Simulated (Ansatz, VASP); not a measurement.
# GaP: VASP beside Ansatz

One calculation is typed for both programs; each brings its own data sets and cutoff. How far apart do they land? The cell is taken from a series of VASP runs on this material, whose earlier steps may have relaxed, scaled or displaced it; both programs get it as it stands.

Program: Ansatz 0.2.0. Level of theory: plane waves, with VASP 6.6.1 beside it; relaxation of cell and atoms at r2SCAN with rVV10. Results are calculated unless marked as measured.

**1. Starting point**

It takes space group F-43m (No. 216, cubic). Conventional cell: a = 5.429 Å, b = 5.429 Å, c = 5.429 Å, α = 90.00°, β = 90.00°, γ = 90.00°. Nearest to Ga lie 4 P at 2.35 Å. Nearest to P lie 4 Ga at 2.35 Å. Farther neighbours are not listed.

**2. Ansatz: relaxation of cell and atoms, r2SCAN with rVV10**

Ansatz runs on its default PAW (the set named soft_2) files.

The relaxed volume is the usual yardstick between codes: its relative difference is about their pressure difference at one cell divided by the bulk modulus.

input.yaml

```yaml
crystal:
  lattice:
    - [0.0, 2.7146945537, 2.7146945537]
    - [2.7146945537, 0.0, 2.7146945537]
    - [2.7146945537, 2.7146945537, 0.0]
  atoms:
    - { symbol: Ga, position: [0.0, 0.0, 0.0] }
    - { symbol: P, position: [0.25, 0.25, 0.25] }
hamiltonian:
  xc: r2scan
  pseudopotentials: { kind: paw }
  dispersion: rvv10
kpoints:
  mp_grid: { grid: [7, 7, 7] }
scf:
  occupations: { method: gaussian, width: 0.05 }
relax:
  f_tol: 0.01
  max_steps: 60
  cell: { stress_tol: 0.05 }
output:
  forces: true
  stress: true
```

Command:

```console
ansatz run input.yaml --threads 4 --pin off --max-ram 9216MiB --backend cpu --events-out ev --progress --plain --runs-dir out
```

Numbers of over 12 decimals in the logs are rounded to 6 here.

Log:

```text
Engine: ansatz 0.2.0, aarch64-unknown-linux-gnu
Pseudopotentials: kind: paw
Pseudopotential: Ga, paw, valence charge 13, recommended cutoff 500 eV (meta_gga), Ga.paw.azcp
Pseudopotential: P, paw, valence charge 5, recommended cutoff 500 eV (meta_gga), P.paw.azcp
Functional definition: r2SCAN+rVV10
  parameter k0 = 0.174
  parameter k1 = 0.065
  parameter a1 = 4.9479
  exchange = r2scan_x(k0 = k0, k1 = k1, a1 = a1)
  correlation = r2scan_c + rvv10(11.95, 0.0093)
Crystal: 2 atoms, lattice volume = 40.012 Å³
Basis set: ecut = 500 eV, 965 PW (Γ), exchange–correlation on 128×128×128 points (64 copies of the dense FFT grid, shifted against one another)
Bands: 13, of which v1, the nominal top of the filled ones, is band 9 counted from 1 (8 counted from 0)
Symmetry: 24 space group operations
Space group: F-43m (ITA 216), of the structure as read, at distance tolerance 3.4e-5 Å
k-points: 20 of 343 (time reversal used)
Non-local potential: Ga, projectors of the file, l = 0: 2, l = 1: 2, l = 2: 3, l = 3: 1
Non-local potential: P, projectors of the file, l = 0: 2, l = 1: 2, l = 2: 2
PAW form: soft (Blöchl's): semilocal exchange-correlation on the pseudo side does not see the compensation charge
rVV10 density: all electrons in the spheres
PAW frozen core: Ga, regenerated for the run's functional (the file was generated under x = pbe(κ = 0.804, μ = 0.219515), c = pbe(β = 0.066725))
PAW frozen core: P, regenerated for the run's functional (the file was generated under x = pbe(κ = 0.804, μ = 0.219515), c = pbe(β = 0.066725))
PAW one-centre angular grid: Ga, 590 points (default); XC on 160 Gauss nodes
PAW one-centre angular grid: P, 302 points (default); XC on 160 Gauss nodes
Initial density: superposition of atomic densities (neutral atoms: chi_scale 0, normalization atom), corrected by the library's trained network
Initial wavefunctions: pseudopotential atomic-orbital guess
Functional: x = r2scan, c = r2scan + rvv10(b = 11.95, C = 0.0093); τ floored in thin density (d = 2e-4 eV/Å³)
SCF iter   1: F=—  HF=-4548.786907 eV  |F-HF|=—  |Δ(HF+E_count)|=         —  Δρ=8.65e-3  dr2=1.96e-2  dr2_τ=7.52e-3  ethr=1.77e-3  ⟨swp⟩=6.0  Hψ=1708  notcnv=0
preconditioner: auto → none  [insulator: Δε(μ)=1.698 eV  Ē_g=16.405 eV  σ=0.050 eV  W_gap=1.00  n_scr=14 (ndim 8)  ℏωp=24.9 eV  f_vac=0.011  D(μ)=0.00/eV (n_scr^D=0)  ε∞_Penn≈3.3]
SCF iter   2: F=—  HF=-4548.797654 eV  |F-HF|=—  |Δ(HF+E_count)|=   1.07e-2  Δρ=2.35e-3  dr2=3.19e-3  dr2_τ=1.03e-4  ethr=1.09e-4  ⟨swp⟩=2.6  Hψ=706  notcnv=0
SCF iter   3: F=—  HF=-4548.796124 eV  |F-HF|=—  |Δ(HF+E_count)|=   1.53e-3  Δρ=1.72e-3  dr2=5.23e-4  dr2_τ=7.85e-6  ethr=1.77e-5  ⟨swp⟩=2.0  Hψ=520  notcnv=0
SCF iter   4: F=—  HF=-4548.796324 eV  |F-HF|=—  |Δ(HF+E_count)|=   2.00e-4  Δρ=2.16e-4  dr2=3.35e-5  dr2_τ=6.56e-7  ethr=2.91e-6  ⟨swp⟩=2.7  Hψ=448  notcnv=0
SCF iter   5: F=—  HF=-4548.796312 eV  |F-HF|=—  |Δ(HF+E_count)|=   1.22e-5  Δρ=7.51e-5  dr2=1.76e-6  dr2_τ=2.33e-8  ethr=1.86e-7  ⟨swp⟩=2.0  Hψ=326  notcnv=0
SCF iter   6: F=-4548.796312 eV  HF=-4548.796312 eV  |F-HF|=6.43e-8  |Δ(HF+E_count)|=   4.59e-7  Δρ=8.40e-6  dr2=2.63e-8  dr2_τ=2.65e-9  ethr=5.56e-10  ⟨swp⟩=4.0  Hψ=1192  notcnv=0
SCF 1 converged in 6 iterations: F = -4548.796312 eV  dr2 = 2.63e-8
  greatest PAW one-centre occupation: 0.993 electrons in one spin orbital (limit 2), on the Ga atom at site 0 (counted from 0), in its partial waves of l = 2
relax step   1: F+E_penalty+E_count = -4548.79631165 eV  Δ(F+E_penalty+E_count) = +0.000e0 eV  max|allowed force component| = 2.220e-16 eV/Å  Δτ_max = 0.0000 Å  P = +0.342 GPa  Ω = 40.012 Å³  (6 SCF iters, dr2 threshold 1.00e-7 eV, accepted)
[...]
relax step   2: F+E_penalty+E_count = -4548.79643026 eV  Δ(F+E_penalty+E_count) = -1.186e-4 eV  max|allowed force component| = 7.055e-17 eV/Å  Δτ_max = 0.0000 Å  P = +0.090 GPa  Ω = 40.123 Å³  energy of the carried Pulay correction = -3.047e-5 eV  (4 SCF iters, dr2 threshold 2.00e-7 eV, accepted)
[...]
relax step   3: F+E_penalty+E_count = -4548.79643065 eV  Δ(F+E_penalty+E_count) = -3.951e-7 eV  max|allowed force component| = 5.782e-17 eV/Å  Δτ_max = 0.0000 Å  P = +0.001 GPa  Ω = 40.162 Å³  energy of the carried Pulay correction = -4.138e-5 eV  (4 SCF iters, dr2 threshold 2.03e-8 eV, accepted)
[...]
relax step   4: F+E_penalty+E_count = -4548.79647905 eV  Δ(F+E_penalty+E_count) = -4.840e-5 eV  max|allowed force component| = 7.864e-17 eV/Å  Δτ_max = 0.0000 Å  P = +0.002 GPa  Ω = 40.162 Å³  stress off target by 1.53e-3 GPa  SCF on the basis re-selected at this cell (its energy is not comparable with the rows above)  (5 SCF iters)
basis re-selected at this cell: Δ(F+E_penalty+E_count) = -4.840e-5 eV, ΔP = +0.001 GPa vs the last step (what re-selecting the basis moved, of the pressure what is left beyond the Pulay correction that the steps carried, after the strain that the cell walked since its last selection, with what the two solves' SCF thresholds leave and, on support functions, any second-order correction that the steps lacked; it is no m [...]
SCF converged after 5 iterations
Free energy (F): -4548.796479 eV
Harris-Foulkes:  -4548.796479 eV  (|F-HF|=3.64e-12)
Internal energy: -4548.796479 eV  (E = F + TS)
E sigma→0 (E₀):  -4548.796479 eV
Fermi energy:    7.884913 eV
--- Per-component energies (eV) ---
  E_band       = -66.187161
  E_kinetic    = 185.610487
  E_local      = -2196.851284  (includes V_loc(G=0)·N_el)
  E_nonlocal   = 460.337658
  E_hartree    = 1018.067398
  E_xc         = -119.390169
  E_vxc        = -124.590739  (∫ρ·V_xc dr)
  E_paw        = -2579.722281  (= ΣΔE_a)
  E_vpaw       = -432.845058  (= ΣTr[D̂ρ^β])
  E_aug_tail   = -0.000013  (compensation charges beyond the density's cutoff)
  E_vtau       = 6.016966  (kinetic-family band-sum trace: ∫τ·v_τ [+ j·A + Jᵃ·Aᵃ] dr)
  E_ewald      = -1316.104363
  E_core_change = -0.743912  (= ΣΔE_core)
  E_smearing   = -0.000000  (= −TS)
  E_closure    = 0.000000  (closes the sum)
  Σ components = -4548.796479   (vs F -4548.796479, Δ=0.00e0)
--- Forces (eV/Å), atoms counted from 1 ---
  atom   1  Ga     0.00000000    -0.00000000    -0.00000000
  atom   2  P     -0.00000000     0.00000000     0.00000000
  max |Σ_I F_I| component: 4.63e-17 eV/Å
--- Stress (GPa, compression-positive) ---
        0.001533       0.000000       0.000000
        0.000000       0.001533       0.000000
        0.000000       0.000000       0.001533
  P = ⅓ Tr σ = 0.0015 GPa (0.015 kbar)
--- Relaxed structure (3 steps of the walk, 3 accepted, 1 SCFs on fresh bases) ---
  F+E_penalty+E_count = -4548.79647905 eV   max|allowed force component| = 7.864e-17 eV/Å   (the final SCF, on the basis selected at the relaxed cell)
  cell:  # Å, volume = 40.1624 Å³
    - [0, 2.718087, 2.718087]
    - [2.718087, 0, 2.718087]
    - [2.718087, 2.718087, 0]
  atoms:
    - { symbol: Ga, position: [0, 0, 0] }
    - { symbol: P, position: [0.250000, 0.250000, 0.250000] }
```

The job ended after 4.8 s (4 threads of Arm Neoverse V1, shared host; peak memory 0.48 GiB).

**3. VASP: relaxation of cell and atoms, r2SCAN with rVV10**

The same cell, functional, mesh and smearing now go to VASP, with its own data sets and cutoff.

Lines of VASP's logs that name or quote its potential files are left out, and so is its time.

INCAR

```
SYSTEM = GaP
PREC = Accurate
ENCUT = 400
EDIFF = 1E-06
NELM = 100
ISMEAR = 0
SIGMA = 0.05
LREAL = .FALSE.
ALGO = Normal
METAGGA = R2SCAN
LUSE_VDW = .TRUE.
IVDW_NL = 2
BPARAM = 11.95
CPARAM = 0.0093
LASPH = .TRUE.
NBANDS = 15
LORBIT = 11
LWAVE = .FALSE.
LCHARG = .FALSE.
KPAR = 2
IBRION = 2
NSW = 60
ISIF = 3
EDIFFG = -0.01
```

POSCAR

```
GaP
1.0
    0.0000000000      2.7146945537      2.7146945537
    2.7146945537      0.0000000000      2.7146945537
    2.7146945537      2.7146945537      0.0000000000
Ga P
1 1
Direct
    0.0000000000      0.0000000000      0.0000000000
    0.2500000000      0.2500000000      0.2500000000
```

KPOINTS

```
Automatic mesh
0
Gamma
7 7 7
0 0 0
```

The projector-augmented-wave data sets are Ga_d and P (PBE family, release 64).

Command:

```console
mpirun -np 2 vasp_std
```

Log:

```text
[banner, memory and clock lines left out]
running    2 mpi-ranks, on    1 nodes
 distrk:  each k-point on    1 cores,    2 groups
 distr:  one band on    1 cores,    1 groups

 POSCAR found type information on POSCAR GaP
 POSCAR found :  2 types and       2 ions
|                                                                             |
|               ----> ADVICE to this user running VASP <----                  |
|                                                                             |
|     You have switched on vdW-DFT.                                           |
|     This routine was written and supplied by Jiri Klimes. We recommend      |
|     that you carefully read and cite the following publications:            |
|       J. Klimes, D.R. Bowler, A. Michelides                                 |
|          J. Phys.: Cond Matt. 22 022201 (2010)                              |
|       J. Klimes, D.R. Bowler, A. Michelides                                 |
|          Phys. Rev. B. 83, 195131 (2011)                                    |
|     and references therein.                                                 |
|                                                                             |

|                                                                             |
|               ----> ADVICE to this user running VASP <----                  |
|                                                                             |
|     You enforced a specific xc type in the INCAR file but a different       |
|     [... a line on the potential file left out ...]
|     I HOPE YOU KNOW WHAT YOU ARE DOING!                                     |
|                                                                             |

 LDA part: xc-table for (None), standard interpolation
 POSCAR, INCAR and KPOINTS ok, starting setup
 FFT: planning ... GRIDC
 FFT: planning ... GRID_SOFT
 FFT: planning ... GRID
 WAVECAR not read
 entering main loop
       N       E                     dE             d eps       ncg     rms          rms(c)
Total rVV10 correction in eV:      0.4882326    20.1367708
Total rVV10 correction in eV:      0.4882326    20.1367708
DAV:   1     0.581740552793E+02    0.58174E+02   -0.84390E+03   616   0.153E+03
DAV:   2    -0.178505340446E+02   -0.76025E+02   -0.73187E+02   677   0.282E+02
DAV:   3    -0.231410735264E+02   -0.52905E+01   -0.52715E+01   796   0.638E+01
DAV:   4    -0.232235214333E+02   -0.82448E-01   -0.82436E-01   716   0.868E+00
DAV:   5    -0.232248396318E+02   -0.13182E-02   -0.13181E-02   790   0.926E-01    0.490E+00
Total rVV10 correction in eV:      0.4950925    20.1367720
Total rVV10 correction in eV:      0.4950925    20.1367720
DAV:   6    -0.209512465818E+02    0.22736E+01   -0.60796E-01   780   0.156E+01    0.315E+00
Total rVV10 correction in eV:      0.5055751    20.1367720
Total rVV10 correction in eV:      0.5055751    20.1367720
DAV:   7    -0.209401545245E+02    0.11092E-01   -0.21471E-01   719   0.391E+00    0.168E+00
Total rVV10 correction in eV:      0.5094944    20.1367720
Total rVV10 correction in eV:      0.5094944    20.1367720
DAV:   8    -0.209438163587E+02   -0.36618E-02   -0.97911E-03   719   0.810E-01    0.717E-01
Total rVV10 correction in eV:      0.5113896    20.1367720
Total rVV10 correction in eV:      0.5113896    20.1367720
DAV:   9    -0.209438846996E+02   -0.68341E-04   -0.20259E-03   691   0.447E-01    0.749E-02
Total rVV10 correction in eV:      0.5113123    20.1367720
Total rVV10 correction in eV:      0.5113123    20.1367720
DAV:  10    -0.209438694457E+02    0.15254E-04   -0.14195E-04   769   0.924E-02    0.362E-02
Total rVV10 correction in eV:      0.5115755    20.1367720
Total rVV10 correction in eV:      0.5115755    20.1367720
DAV:  11    -0.209438637818E+02    0.56638E-05   -0.14297E-05   763   0.380E-02    0.518E-03
Total rVV10 correction in eV:      0.5116181    20.1367720
Total rVV10 correction in eV:      0.5116181    20.1367720
DAV:  12    -0.209438610919E+02    0.26899E-05   -0.14909E-06   578   0.107E-02    0.251E-03
Total rVV10 correction in eV:      0.5116218    20.1367720
Total rVV10 correction in eV:      0.5116218    20.1367720
DAV:  13    -0.209438613736E+02   -0.28166E-06   -0.27564E-07   419   0.759E-03
Total rVV10 correction in eV:      0.5116186    20.1367720
Total rVV10 correction in eV:      0.5116186    20.1367720
Total rVV10 correction in eV:      0.5116218    20.1367720
Total rVV10 correction in eV:      0.5116218    20.1367720
   1 F= -.20943861E+02 E0= -.20943861E+02  d E =-.209439E+02
 curvature:   0.00 expect dE= 0.000E+00 dE for cont linesearch  0.000E+00
 trial: gam= 0.00000 g(F)=  0.236E-45 g(S)=  0.133E-04 ort = 0.000E+00 (trialstep = 0.100E+01)
 search vector abs. value=  0.133E-04
 reached required accuracy - stopping structural energy minimisation
```

From OUTCAR (step 3):

```text
ion  position               nearest neighbor table
   1  0.000  0.000  0.000-   2 2.35   2 2.35   2 2.35   2 2.35
   2  0.250  0.250  0.250-   1 2.35   1 2.35   1 2.35   1 2.35

  LATTYP: Found a face centered cubic cell.
 ALAT       =     5.4293891074

 Subroutine GETGRP returns: Found 24 space group operations
 (whereof 24 operations were pure point group operations)

The static configuration has the point symmetry T_d .

 Found     20 irreducible k-points:

   k-points           NKPTS =     20   k-points in BZ     NKDIM =     20   number of bands    NBANDS=     15

   dimension x,y,z NGX =    28 NGY =   28 NGZ =   28
   dimension x,y,z NGXF=    56 NGYF=   56 NGZF=   56

   ENCUT  =  400.0 eV  29.40 Ry    5.42 a.u.   6.26  6.26  6.26*2*pi/ulx,y,z

   NELECT =      18.0000    total number of electrons

 k-points in reciprocal lattice and weights: Automatic mesh
   0.00000000  0.00000000  0.00000000       0.003
   0.14285714  0.00000000  0.00000000       0.023
   0.28571429  0.00000000  0.00000000       0.023
   0.42857143  0.00000000  0.00000000       0.023
   0.14285714  0.14285714  0.00000000       0.017
   0.28571429  0.14285714  0.00000000       0.070
   0.42857143  0.14285714  0.00000000       0.070
  -0.42857143  0.14285714  0.00000000       0.070
  -0.28571429  0.14285714  0.00000000       0.070
[...]
-0.42857143  0.42857143  0.14285714       0.070
  -0.28571429  0.42857143  0.14285714       0.070

 average (electrostatic) potential at core
       1 -70.0616       2 -86.3543

 E-fermi :   4.8263

 k-point     1 :       0.0000    0.0000    0.0000
  band No.  band energies     occupation
    ...
      5     -10.3005      2.00000
      6      -8.5467      2.00000
      7       4.5767      2.00000
      8       4.5767      2.00000
      9       4.5767      2.00000
     10       7.0044      0.00000
     11       8.7493      0.00000
     12       8.7494      0.00000
     13       8.7494      0.00000
     14      14.0045      0.00000
    ...

 k-point     2 :       0.1429    0.0000    0.0000
  band No.  band energies     occupation
    ...
      5     -10.3005      2.00000
      6      -8.2637      2.00000
      7       2.6027      2.00000
      8       4.2707      2.00000
      9       4.2707      2.00000
     10       7.4918      0.00000
     11       9.2130      0.00000
     12       9.2130      0.00000
     13       9.7042      0.00000
     14      14.1076      0.00000
    ...

 k-point     3 :       0.2857    0.0000    0.0000
  band No.  band energies     occupation
    ...
      5     -10.2985      2.00000
      6      -7.4836      2.00000
      7      -0.0612      2.00000
      8       3.7524      2.00000
      9       3.7525      2.00000
     10       7.0131      0.00000
     11       9.7118      0.00000
     12       9.7119      0.00000
     13      12.0867      0.00000
     14      14.2595      0.00000
    ...

  Total        0.0135559      0.0135559      0.0135559      0.0000000      0.0000000     -0.0000000
  in kB        0.5428071      0.5428071      0.5428071      0.0000000      0.0000000     -0.0000000
  external PRESSURE =       0.5428071 kB  Pullay stress =       0.0000000 kB

  energy-cutoff  :      400.00
  volume of cell :       40.01
      direct lattice vectors                 reciprocal lattice vectors
     0.000000000  2.714694554  2.714694554    -0.184182784  0.184182784  0.184182784
     2.714694554  0.000000000  2.714694554     0.184182784 -0.184182784  0.184182784
     2.714694554  2.714694554  0.000000000     0.184182784  0.184182784 -0.184182784

 POSITION                                       TOTAL-FORCE (eV/Angst)
 -----------------------------------------------------------------------------------
      0.00000      0.00000      0.00000        -0.000000     -0.000000      0.000000
      1.35735      1.35735      1.35735         0.000000      0.000000     -0.000000
 -----------------------------------------------------------------------------------
    total drift:                               -0.000002     -0.000002     -0.000002

  FREE ENERGIE OF THE ION-ELECTRON SYSTEM (eV)
  ---------------------------------------------------
  free  energy   TOTEN  =       -20.9438613736 eV

  energy  without entropy=      -20.9438613736  energy(sigma->0) =      -20.94386137

 reached required accuracy - stopping structural energy minimisation

 total charge
# of ion       s       p       d       tot
------------------------------------------
    1        0.831   0.859  10.020  11.710
    2        1.007   1.545   0.000   2.553
--------------------------------------------------
tot          1.838   2.405  10.020  14.263

[... 3 further parts left out ...]
```

CONTCAR:

```
GaP
   1.00000000000000
     0.0000000000000000    2.7146945536999998    2.7146945536999998
     2.7146945536999998    0.0000000000000000    2.7146945536999998
     2.7146945536999998    2.7146945536999998    0.0000000000000000
  Ga              P
     1     1
Direct
     0.0000000000000000    0.0000000000000000    0.0000000000000000
     0.2500000000000000    0.2500000000000000    0.2500000000000000
```

**4. Differences**

Known differences besides the potentials themselves: VASP keeps PBE cores, Ansatz makes them for the functional; both relaxations stop at a tolerance, which leaves soft axes loose, and VASP keeps its plane-wave basis; the cutoff is 500 eV in Ansatz and 400 eV in VASP; Ansatz adds a Pulay correction to the stress that steers its cell, VASP none. Total energies have different zeros and are not compared.

The two programs side by side:

```csv
quantity,Ansatz,VASP,difference
volume (Å³),40.16,40.01,+0.38 %
"edge a after relaxation, in the typed setting (Å)",3.844,3.839,+0.13 %
```

The walks stopped with 0.00 GPa left in Ansatz and 0.05 GPa in VASP; each walk ends within a tolerance, so the volume difference is uncertain by about these residues over the bulk modulus, most in soft cells.

**5. What came out**

```yaml
difference_in_volume_relaxation_of_cell_and_atoms_r2scan_with_rvv10: 0.38 %
```

In words: The difference in volume is 0.38 % (relaxation of cell and atoms, r2SCAN with rVV10), within the 1.2 % picked in this series as the mark of a large difference, as far as the stopping tolerances let one tell. Such differences can come from data sets, numerical settings and the points named under the comparisons, not from the functional's error against experiment.

[Lines on the potential files, build, host, timing and source positions are cut from VASP's logs without a mark.]

[Logs are printed without paths, hosts, clocks, repeated set-up lines and the standing remarks that a program may print on its own settings, such as how far it seeks lower states.]

[Hosts, paths, dates, database ids (printed as entryN), source tags and the programs' standing remarks are cut or masked in the printed files.]
